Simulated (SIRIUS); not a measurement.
## NbP in SIRIUS: convergence with density cutoff

Crystal: NbP.

```xyz
4
Lattice="-1.6749 1.6749 5.7401 1.6749 -1.6749 5.7401 1.6749 1.6749 -5.7401" Properties=species:S:1:pos:R:3 pbc="T T T"
Nb    1.6749    0.0000    2.8687
Nb    0.0000    0.0000    5.7387
P     0.0000    1.6749    3.8200
P     0.0000    0.0000    0.9500
```

The cell is a database's computed one.

```yaml
Program: SIRIUS 7.10.0
Task: single point
Functional: PBE
Potentials_or_basis: JTH 2.0 PBE (PAW)
Cutoff: 557 eV
Density_cutoff: 2667 eV
k_mesh: 5 × 5 × 5
Occupations: gaussian, width 0.05 eV
Spin: no spin polarisation
```

These are the settings of the first run; the series varies density cutoff, with any setting tied to it.

Hardware: 1 thread of Arm Neoverse V1 (shared host).

| density cutoff | energy less the tightest run, at zero smearing (meV/atom) | SCF cycles | CPU time (s) | peak memory (GiB) |
| --- | --- | --- | --- | --- |
| 2666.7 eV | 0.02 | 27 | 120 | 0.33 |
| 3483.1 eV | 0.05 | 27 | 120 | 0.38 |
| 4408.2 eV | 0.03 | 27 | 120 | 0.45 |
| 5442.3 eV | 0.01 | 27 | 120 | 0.54 |
| 7197.4 eV | 0.01 | 27 | 130 | 0.69 |
| 9197.4 eV | 0.00 | 27 | 140 | 0.88 |
| 12245.1 eV | 0.00 | 27 | 150 | 1.3 |

Against the tightest run, the energy stays within 1 meV/atom from 2666.7 eV on. The tightest run that finished is the yardstick and may itself not be fully converged.

Caveat, for the tightest run too: the k mesh is coarse (spacing up to 0.53 Å⁻¹), so the values aren't converged.
